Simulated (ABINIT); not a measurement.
Crystal: Pb.

```
Pb
1.0
     3.48000    0.00000    0.00000
    -1.74000    3.01377    0.00000
     0.00000    0.00000    5.59000
Pb
2
Cartesian
  1.7400 1.0046 4.1925
  0.0000 2.0092 1.3975
```

This isn't the form of Pb at room conditions, which is fcc.

* Program: ABINIT 10.8.3 (patched build)
* Task: relaxation of cell and atoms
* Functional: PBE
* Potentials or basis: JTH PAW PBE v2.0
* Cutoff: 707 eV
* k mesh: 7 × 7 × 4
* Occupations: fermi-dirac, width 0.05 eV
* Spin: no spin polarisation

At the start: pressure 3.9 GPa; volume 29.31 Å³/atom.

Problem. Where does the relaxation end?

Solution. Over 5 steps the energy falls by 28.0 meV/atom and the volume is 31.82 Å³/atom (+8.6 %); space group P6_3/mmc (No. 194, to 0.05 Å).

The path:
```csv
step,energy change (eV),largest force (eV/Å),pressure (GPa),volume (Å³)
1,0.0000,0.0000,3.90,58.63
2,-0.0157,0.0000,3.20,59.33
3,-0.0545,0.0000,0.44,62.84
4,-0.0557,0.0000,0.08,63.47
5,-0.0559,0.0000,-0.01,63.65
```

Final structure:
```
Pb
1.0
     3.59075    0.00000    0.00000
    -1.79538    3.10968    0.00000
     0.00000    0.00000    5.69984
Pb
2
Direct
  0.66667 0.33333 0.75000
  0.33333 0.66667 0.25000
```
